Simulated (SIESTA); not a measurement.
## CdSe under changes of volume

One of the cells (28.942 Å³/atom); the others are scaled copies at fixed shape and fractional positions:

```
Cd Se
1.0
     0.00000    3.07027    3.07027
     3.07027    0.00000    3.07027
     3.07027    3.07027    0.00000
Cd Se
1 1
Direct
  0.00000 0.00000 0.00000
  0.25000 0.25000 0.25000
```

Measurements of this composition are mostly on another form, of space group No. 186.

```yaml
Program: SIESTA 5.4.2
Functional: PBE
Potentials_or_basis: SG15 1.2 NC or PseudoDojo by element (PBE files)
Basis: DZP (energy shift 0.002 Ry)
Grid_cutoff: 800 Ry
Energy_shift: 0.002 Ry
k_mesh: 8 × 8 × 8
Occupations: fermi-dirac, width 0.05 eV
Spin: no spin polarisation
```

```csv
volume (Å³/atom),energy over the lowest point (meV/atom),pressure (GPa),gap on the mesh (eV)
27.206,67.46,7.1,1.37
27.784,44.75,5.5,1.33
28.363,27.24,4.2,1.29
28.942,14.47,2.9,1.26
29.521,?,?,?
30.100,1.28,0.8,1.19
30.679,0.00,-0.1,1.15
```

What does the run at 29.521 Å³/atom give?

Energy over the lowest point 5.93 meV/atom; pressure 1.8 GPa; gap on the mesh 1.22 eV.

Worked out: A Birch-Murnaghan fit of order 3 (a polynomial in V^(-2/3)) to the other rows has its minimum at 30.62 Å³/atom with B0 = V·E''(V) = 46 GPa and B' = 4.6. It gives 5.97 meV/atom at 29.521 Å³/atom, against the run's 5.93, and -dE/dV = 1.8 GPa, against 1.8. A straight line through the other rows of the gap, of slope -1.8 eV per unit of ln V (its deformation potential), gives 1.22 eV, against the run's 1.22.

Energies are extrapolated to zero smearing.

Caveats: semicore shells carry a single zeta, which can move pressures by several GPa and volumes by a few percent; the basis of atomic orbitals isn't converged, which shifts pressures, moduli and gaps.

A mesh can miss the band edges. Spin-orbit coupling on Cd, Se is left out.
